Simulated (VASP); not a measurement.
Runs of VASP 6.6.1 on AlP. It takes space group F-43m (No. 216, cubic). Conventional cell: a = 5.473 Å, b = 5.473 Å, c = 5.473 Å, α = 90.00°, β = 90.00°, γ = 90.00°. Al (site symmetry -43m) is surrounded by 4 P at 2.37 Å. P (site symmetry -43m) has 4 Al at 2.37 Å as nearest neighbours. The cell is a database's computed one.

| task | level | potentials or basis | cell | cutoff (eV) | gap on the mesh (eV) | pressure (GPa) | relaxed volume (Å³/atom) |
| --- | --- | --- | --- | --- | --- | --- | --- |
| single point | PBEsol | VASP PAW PBE potentials, release 64 (Al, P) | as given | 520 | 1.45 | -0.1 | - |
| relaxation of cell and atoms | PBEsol | VASP PAW PBE potentials, release 64 (Al, P) | relaxed | 600 | 1.45 | 0.0 | 20.47 |
| relaxation of cell and atoms | PBE+D3(BJ) | VASP PAW PBE potentials, release 64 (Al, P) | relaxed | 600 | 1.57 | 0.0 | 20.24 |
| relaxation of cell and atoms | LDA | VASP PAW LDA potentials, release 64 (Al, P) | relaxed | 600 | 1.42 | 0.0 | (a) |
| relaxation of cell and atoms | PBEsol | VASP PAW PBE potentials, release 64 (Al, P) | relaxed | 580 | 1.45 | 0.0 | 20.47 |
| relaxation of cell and atoms | PBE | VASP PAW PBE potentials, release 64 (Al, P) | relaxed | 600 | (b) | 0.0 | 20.86 |
| relaxation of cell and atoms | PBEsol | VASP PAW PBE potentials, release 64 (Al, P) | relaxed | 300 | 1.45 | 0.0 | 20.45 |
| relaxation of cell and atoms | RPBE | VASP PAW PBE potentials, release 64 (Al, P) | relaxed | 600 | 1.75 | 0.0 | 21.24 |

Alike in all rows: no spin polarisation; k mesh 8 × 8 × 8; smearing gaussian 0.02 eV.

Fill in the values left out.

(a) 20.07; (b) 1.63.

Caveats: the PAW data sets were made with another functional, which shifts forces and pressure a little (some runs); the cutoff is under 1.25 times the usual one of these potentials, so pressure, stress and relaxed cells hold a basis-set (Pulay) error (some runs).

A k mesh can miss the band edges.
